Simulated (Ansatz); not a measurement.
# GaN: the cost of one run

Method: DFT PBEsol, scalar-relativistic, plane waves, PAW, in Ansatz 0.2.0.

3 further runs of the same task are left out: 3 set aside as unsound or not needed. Runs told in other sessions of the task aren't counted.

## (1) The structure to begin with

The cell holds 36 atoms (Ga17N18Zn): a = 7.568 Å, b = 7.568 Å, c = 7.568 Å, α = 78.22°, β = 78.22°, γ = 78.22°.

The coordinates of this cell stand in the input of its own run.

The host was relaxed before at PBEsol: a = 3.183 Å, b = 3.183 Å, c = 5.185 Å, α = 90.00°, β = 90.00°, γ = 120.00° (conventional cell), 11.372 Å³/atom.

Places, in fractions of the supercell: Zn in place of Ga at (0.389, 0.722, 0.389). The start keeps the symmetry of the ideal site.

## (2) Band edges of the host over the zone

File input.yaml:

```yaml
crystal:
  lattice:
    - [3.1828017554, 0.0, 0.0]
    - [-1.5914008777, 2.7563871754, 0.0]
    - [0.0, 0.0, 5.1851995025]
  atoms:
    - { symbol: Ga, position: [0.6666666667, 0.3333333333, 0.4991747632] }
    - { symbol: Ga, position: [0.3333333333, 0.6666666667, 0.9991747632] }
    - { symbol: "N", position: [0.6666666667, 0.3333333333, 0.8758252368] }
    - { symbol: "N", position: [0.3333333333, 0.6666666667, 0.3758252368] }
basis:
  ecutwfc: 420
  xc_grid: 2
kpoints:
  mp_grid: { grid: [9, 9, 6] }
  band_path: { path: [VBM, CBM], npoints: 2 }
hamiltonian:
  xc: pbesol
scf:
  occupations: { method: gaussian, width: 0.02 }
output:
  forces: true
  stress: true
  eigenvalues: true
```

Command:

```console
ansatz run input.yaml --threads 8 --pin off --max-ram 16384MiB --backend cpu --events-out ev --progress --plain --runs-dir out
```

What time and memory should one allow on 8 threads of Arm Neoverse V1, shared host?

About 1.8 s, with a peak of 0.36 GiB.
